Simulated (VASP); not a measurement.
Write the native input for VASP 6.6.1 that does the following.

```
Task                   : single point
Functional             : PBE
Potentials or basis    : VASP PAW PBE potentials, release 64 (W_sv)
Cutoff                 : 520 eV
k mesh                 : 6 × 6 × 4
Occupations            : gaussian, width 0.1 eV
Spin                   : no spin polarisation
Dipole correction      : no
Further INCAR settings : ALGO = Normal; EDIFF = 1e-06; NBANDS = 36
```

The structure of W lies in POSCAR:

```
W
1.0
    1.5472945886     -5.0012092357      0.0000000000
    1.5472945886      5.0012092357      0.0000000000
    0.0000000000      0.0000000000      4.4051416493
W
4
Direct
    0.1331572573      0.8668427427      0.9998754926
    0.6331572573      0.3668427427      0.5001245074
    0.8668427427      0.1331572573      0.0001245074
    0.3668427427      0.6331572573      0.4998754926
```

The cell was built by a generator and needn't be a form met in nature.

One way to write it, as run:

INCAR

```
ALGO     = Normal         # electronic algorithm
EDIFF    = 1E-6           # SCF threshold, eV
ENCUT    = 520            # plane-wave cutoff, eV
GGA      = PE             # functional
ISIF     = 2              # what is computed and relaxed
ISMEAR   = 0              # smearing method
LASPH    = T              # aspherical terms in the spheres
LCHARG   = T              # write CHGCAR
LELF     = T              # ELF
LREAL    = F              # projectors in reciprocal space
LVHAR    = T            
LWAVE    = F              # write WAVECAR
NBANDS   = 36             # bands
NELM     = 60             # most SCF steps
PREC     = Accurate       # precision mode
SIGMA    = 0.1            # smearing width, eV
```

KPOINTS

```
k-points
0
Gamma
  6 6 4
```

Potentials or basis: VASP PAW PBE potentials, release 64 (W_sv).

Run with:

```bash
$ cat potpaw_PBE.64/W_sv/POTCAR > POTCAR
$ mpirun -np 1 vasp_std > vasp.out
```

It gave:

* Pressure: 0.3 GPa
* Largest force: 0.018 eV/Å
* Band gap on the k mesh: none (metal or under the smearing width)

Run time: 120 s on 1 thread of Intel(R) Xeon(R) Platinum 8259CL CPU @ 2.50GHz (Skylake/Cascade Lake), on a shared host, peak memory 0.25 GiB.
